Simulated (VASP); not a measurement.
A calculation with VASP 6.6.1 of Te2Pt (Moncheite) (ASE script, Cartesian positions):

run.py

```python
from ase.calculators.vasp import Vasp
from ase.dft.bandgap import bandgap
from ase.io import read

atoms = read('Te2Pt.xyz')
calc = Vasp(
    directory='calc',
    xc='pbe',
    pp='PBE',
    setups={'base': 'minimal', 'Pt': '_GW', 'Te': '_GW'},
    prec='Accurate',
    encut=550,
    ediff=1e-07,
    ismear=0,
    sigma=0.05,
    lreal=False,
    lasph=True,
    nelm=100,
    algo='Normal',
    isif=2,
    lwave=False,
    lcharg=False,
    kpts=[8, 8, 5],
    gamma=True,
    nbands=18,
)
atoms.calc = calc

print('energy (eV):', atoms.get_potential_energy())
print('free energy (eV):', atoms.get_potential_energy(force_consistent=True))
print('forces (eV/A):')
print(atoms.get_forces())
print('stress (eV/A^3, Voigt):', atoms.get_stress())
print('Fermi level (eV):', calc.get_fermi_level())
gap, top, bottom = bandgap(calc)
print('band gap (eV):', gap, 'from (spin, k, band)', top, 'to', bottom)
```

The input Te2Pt.xyz:

```xyz
3
Lattice="4.0100000000 0.0000000000 0.0000000000 -2.0050000000 3.4727618692 0.0000000000 0.0000000000 0.0000000000 5.2010000000" Properties=species:S:1:pos:R:3 pbc="T T T"
Pt     0.0000000000      0.0000000000      0.0000000000
Te     2.0050000002      1.1575872896      3.9007500000
Te    -0.0000000002      2.3151745796      1.3002500000
```

Potentials or basis: VASP PAW PBE potentials, release 64 (Pt_GW, Te_GW).

Command:

```bash
$ python run.py
```

Question: Write the same calculation in another form: native input, structure from a POSCAR.

Answer: As run:

INCAR

```
ALGO     = Normal         # electronic algorithm
EDIFF    = 1E-6           # SCF threshold, eV
ENCUT    = 550            # plane-wave cutoff, eV
GGA      = PE             # functional
ISIF     = 2              # what is computed and relaxed
ISMEAR   = 0              # smearing method
LASPH    = True           # aspherical terms in the spheres
LCHARG   = False          # write CHGCAR
LREAL    = False          # projectors in reciprocal space
LWAVE    = False          # write WAVECAR
NBANDS   = 18             # bands
NELM     = 60             # most SCF steps
PREC     = Accurate       # precision mode
SIGMA    = 0.05           # smearing width, eV
```

Contents of KPOINTS:

```
k-points
0
Gamma
  8 8 5
```

POSCAR

```
Te2Pt
1.0
    4.0100000000      0.0000000000      0.0000000000
   -2.0050000000      3.4727618692      0.0000000000
    0.0000000000      0.0000000000      5.2010000000
Pt Te
1 2
Cartesian
    0.0000000000      0.0000000000      0.0000000000
    2.0050000002      1.1575872896      3.9007500000
   -0.0000000002      2.3151745796      1.3002500000
```

Potentials or basis: VASP PAW PBE potentials, release 64 (Pt_GW, Te_GW).

Command:

```bash
$ cat potpaw_PBE.64/Pt_GW/POTCAR potpaw_PBE.64/Te_GW/POTCAR > POTCAR
$ mpirun -np 1 vasp_std > vasp.out
```

Both were run:

|  | ASE script, Cartesian positions | native input, structure from a POSCAR |
| --- | --- | --- |
| Pressure | 8.2 GPa | 8.2 GPa |
| Largest force | 0.944 eV/Å | 0.944 eV/Å |
| Band gap on the k mesh | none (metal or under the smearing width) | none (metal or under the smearing width) |

Keys that steer only the numerical path or the files written may differ.
